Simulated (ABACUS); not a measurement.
# PtSe2 (Sudovikovite): equation of state with r2SCAN

Crystal: PtSe2 (Sudovikovite).

```
Pt Se
1.0
     3.72400    0.00000    0.00000
    -1.86200    3.22508    0.00000
     0.00000    0.00000    5.06200
Pt Se
1 2
Cartesian
  0.0000 0.0000 0.0000
  1.8620 1.0750 3.7965
  0.0000 2.1501 1.2655
```

| Item | Value |
| --- | --- |
| Program | ABACUS 3.10.1 |
| Task | equation of state |
| Functional | r2SCAN |
| Potentials or basis | SG15 ONCV 1.2 PBE |
| Cutoff | 1374 eV |
| Density cutoff | 5497 eV |
| Basis | plane waves |
| k mesh | 5 × 5 × 3 |
| Occupations | fermi-dirac, width 0.05 eV |
| Spin | no spin polarisation |
| Radial cutoff of the potentials (pseudo_rcut) | 7 bohr |
| SCF threshold on the density | 1e-08 |
| Max SCF steps | 100 |
| Eigensolver | dav |
| Mixing | broyden |
| Mixing share | 0.7 |
| Symmetry key | 1 |
| Bands | 19 |

| Quantity | Value |
| --- | --- |
| Equilibrium volume | 21.04 Å³/atom |
| Bulk modulus at fixed shape and positions | 121 GPa |
| Pressure derivative of the bulk modulus | 5.7 (rough: it moves with the points fitted) |

Energy against volume, from the lowest point:
| volume (Å³/atom) | energy (meV/atom) |
| --- | --- |
| 19.049 | 86.39 |
| 19.860 | 25.95 |
| 20.671 | 0.00 |
| 21.481 | 0.77 |

All runs of the series together: 3.3 min on 4 threads of Intel(R) Xeon(R) Platinum 8375C CPU @ 2.90GHz (Ice Lake), on a shared host.

Caveat: the k mesh is coarse (spacing up to 0.41 Å⁻¹), so the values aren't converged; the cell was scaled at fixed shape and fractional positions, which overstates the stiffness of a crystal with free parameters, most of all of layers and chains; the potentials were made for another functional, which shifts forces and pressure. Spin-orbit coupling is left out, which matters for the levels of Pt.
